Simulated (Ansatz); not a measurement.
# TiS4: the cost of one run

Method: DFT PBE+D3(BJ), scalar-relativistic, plane waves, PAW, in Ansatz 0.2.0.

### 1 Starting point

The structure is tetragonal, space group I-42m (No. 121). The conventional cell has a = 5.770 Å, b = 5.770 Å, c = 10.359 Å, α = 90.00°, β = 90.00°, γ = 90.00°. Around Ti (site symmetry -42m) lie 4 S at 2.24 Å. S (site symmetry m) has 1 Ti at 2.24 Å as nearest neighbours.

Coordinates:

```
Ti S
1.0
    -2.88514    2.88514    5.17958
     2.88514   -2.88514    5.17958
     2.88514    2.88514   -5.17958
Ti S
1 4
Direct
  0.00000 0.00000 0.00000
  0.34938 0.34938 0.44953
  0.65062 0.10015 0.00000
  0.89985 0.89985 0.55047
  0.10015 0.65062 0.00000
```

### 2 4 of 4 Li taken out, relaxed

File input.yaml:

```yaml
crystal:
  lattice:
    - [-2.8851377095, 2.8851377095, 5.1795753103]
    - [2.8851377095, -2.8851377095, 5.1795753103]
    - [2.8851377095, 2.8851377095, -5.1795753103]
  atoms:
    - { symbol: Ti, position: [0.0, 0.0, 0.0], spin: 1.0 }
    - { symbol: S, position: [0.3493787056, 0.3493787056, 0.4495288716] }
    - { symbol: S, position: [0.6506212944, 0.100150166, 0.0] }
    - { symbol: S, position: [0.899849834, 0.899849834, 0.5504711284] }
    - { symbol: S, position: [0.100150166, 0.6506212944, 0.0] }
basis:
  ecutwfc: 420
kpoints:
  mp_grid: { grid: [4, 4, 4] }
hamiltonian:
  xc: pbe
  dispersion: d3bj
scf:
  occupations: { method: gaussian, width: 0.1 }
  lower_state_search: "off"
output:
  forces: true
  stress: true
  eigenvalues: true
  populations: true
magnetization:
  spin_polarized: true
```

Run with:

```sh
$ ansatz run input.yaml --threads 2 --pin off --max-ram 5120MiB --backend cpu --events-out ev --progress --plain --runs-dir out
```

**Question.** How long does this run take on 2 threads of Arm Neoverse V2, shared host, and how much memory does it need?

About 10 s, with a peak of 0.45 GiB.
